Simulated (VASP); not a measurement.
An input for VASP 6.6.1 (Cs):

File run.py:

```python
from ase.calculators.vasp import Vasp
from ase.dft.bandgap import bandgap
from ase.io import read

atoms = read('POSCAR')
calc = Vasp(
    directory='calc',
    xc='lda',
    pp='LDA',
    setups='materialsproject',
    prec='Accurate',
    encut=520,
    ediff=1e-06,
    ismear=1,
    sigma=0.2,
    lreal=False,
    lasph=True,
    nelm=100,
    algo='Fast',
    isif=2,
    lwave=False,
    lcharg=True,
    lorbit=11,
    lsorbit=True,
    gga_compat=False,
    ivdw=12,
    kpts=[5, 5, 5],
    gamma=True,
)
atoms.calc = calc

print('energy (eV):', atoms.get_potential_energy())
print('free energy (eV):', atoms.get_potential_energy(force_consistent=True))
efermi = calc.get_fermi_level()
print('Fermi level (eV):', efermi)
path = atoms.cell.bandpath(npoints=60, eps=1e-4)
print('path:', path.path)
calc.set(kpts=path.kpts, reciprocal=True, icharg=11, isym=0, lcharg=False)
calc.calculate(atoms)
print('gap on the path (eV):', bandgap(calc, efermi=efermi)[0])
print('direct gap on the path (eV):', bandgap(calc, efermi=efermi, direct=True)[0])
```

File POSCAR:

```
Cs
1.0
   -3.1284650614      3.1284650614      3.1284650614
    3.1284650614     -3.1284650614      3.1284650614
    3.1284650614      3.1284650614     -3.1284650614
Cs
1
Direct
    0.0000000000      0.0000000000      0.0000000000
```

Potentials or basis: VASP PAW LDA potentials, release 64 (Cs_sv).

Command:

```console
$ python run.py
```

How does this run end?

The run stopped without a result. It printed:

Output:

```text
Traceback (most recent call last):
  ...
ase.calculators.calculator.CalculationFailed: vasp in <dir> returned an error: 1 stderr is in vasp.out
```

OUTCAR:

```text
ENCUT = 520.000000
   EDIFF = 1.00e-06
   PREC = Accurate
   ISIF = 2
   ISMEAR = 1
   LORBIT = 11
   NELM = 100
   IVDW = 12
   LASPH = .TRUE.
   LSORBIT = .TRUE.
   LREAL = .FALSE.
```

Among its messages:

```text
Unsupported xc functional, please specify VDW_S6, VDW_S8, VDW_A1 and VDW_A2 in the INCAR file. ---->  I REFUSE TO CONTINUE WITH THIS SICK JOB ... BYE!!! <----
```
